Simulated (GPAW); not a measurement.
Crystal: Ti.

```
CELL_PARAMETERS angstrom
-1.64100 1.64100 1.64100
1.64100 -1.64100 1.64100
1.64100 1.64100 -1.64100
ATOMIC_POSITIONS crystal
Ti 0.00000 0.00000 0.00000
```

This isn't the form of Ti at room conditions, which is hcp.

```yaml
Program: GPAW 26.7.0
Task: relaxation of cell and atoms
Functional: revPBE
Dispersion: D4
Potentials_or_basis: the program's PAW data sets (release 1.2.1) made for this functional
Cutoff: 600 eV
Basis: pw
k_mesh: 11 × 11 × 11
Occupations: fermi-dirac, width 0.05 eV
Spin: no spin polarisation
```

At the start: pressure -3.5 GPa; volume 17.68 Å³/atom.

**Question.** Where does the relaxation end?

**Answer.** Over 3 steps the energy falls by 3.8 meV/atom and the volume is 17.07 Å³/atom (-3.4 %); space group Im-3m (No. 229, to 0.05 Å).

Step by step:
```
step  energy change (eV)  largest force (eV/Å)  pressure (GPa)  volume (Å³)
   1              0.0000                0.0000           -3.48        17.68
   2             -0.0034                0.0000           -1.88        17.39
   3             -0.0038                0.0000            0.04        17.07
```

Final structure:
```yaml
crystal:
  lattice:
    - [-1.62195, 1.62195, 1.62195]
    - [1.62195, -1.62195, 1.62195]
    - [1.62195, 1.62195, -1.62195]
  atoms:
    - { symbol: Ti, position: [0.00000, 0.00000, 0.00000] }
```

Caveat: later steps reuse the first step's grids; pairwise dispersion overbinds metals, which lowers pressure and volume.
